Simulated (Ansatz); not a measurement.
# AgCl: the cost of one run

Computed with Ansatz 0.2.0 (DFT PBE, scalar-relativistic, unless a step's input says otherwise).

### Step 1. Starting point

The structure is cubic, space group Pm-3m (No. 221). The conventional cell has a = 3.434 Å, b = 3.434 Å, c = 3.434 Å, α = 90.00°, β = 90.00°, γ = 90.00°. Around Ag (site symmetry m-3m) lie 8 Cl at 2.97 Å. Around Cl (site symmetry m-3m) lie 8 Ag at 2.97 Å.

Coordinates:

```
CELL_PARAMETERS angstrom
3.43397 0.00000 0.00000
0.00000 3.43397 0.00000
0.00000 0.00000 3.43397
ATOMIC_POSITIONS crystal
Ag 0.00000 0.00000 0.00000
Cl 0.50000 0.50000 0.50000
```

Atoms are numbered in the order of the input: Ag1, Cl2.

### Step 2. After the deformation

Space group Pm-3m before, P4/mmm after.

### Step 3. LAPW, all electrons

input.yaml reads:

```yaml
crystal:
  lattice:
    - [3.33095381, 0.0, 0.0]
    - [0.0, 3.33095381, 0.0]
    - [0.0, 0.0, 3.433973]
  atoms:
    - { symbol: Ag, position: [0.0, 0.0, 0.0] }
    - { symbol: Cl, position: [0.5, 0.5, 0.5] }
kpoints:
  mp_grid: { grid: [9, 9, 9] }
  band_path:
    path:
      - [0.0, 0.0, 0.0]
      - [0.0, 0.5, 0.0]
      - [0.5, 0.5, 0.0]
      - [0.0, 0.0, 0.0]
      - [0.0, 0.0, 0.5]
      - [0.0, 0.5, 0.5]
      - [0.5, 0.5, 0.5]
      - [0.0, 0.0, 0.5]
      - [0.0, 0.5, 0.0]
    npoints: 5
scf:
  occupations: { method: fermi_dirac, width: 0.01 }
hamiltonian:
  xc: pbe
  pseudopotentials: { kind: all_electron, lapw: { basis_error: 0.001 } }
output:
  forces: true
  stress: true
  eigenvalues: true
```

Started as:

```bash
> ansatz run input.yaml --threads 1 --pin off --max-ram 3072MiB --backend cpu --events-out ev --progress --plain --runs-dir out
```

Q: Estimate wall time and peak memory on 1 thread of AMD EPYC 9B14 (Zen 4), shared host.

About 8.2 s, with a peak of 0.38 GiB.
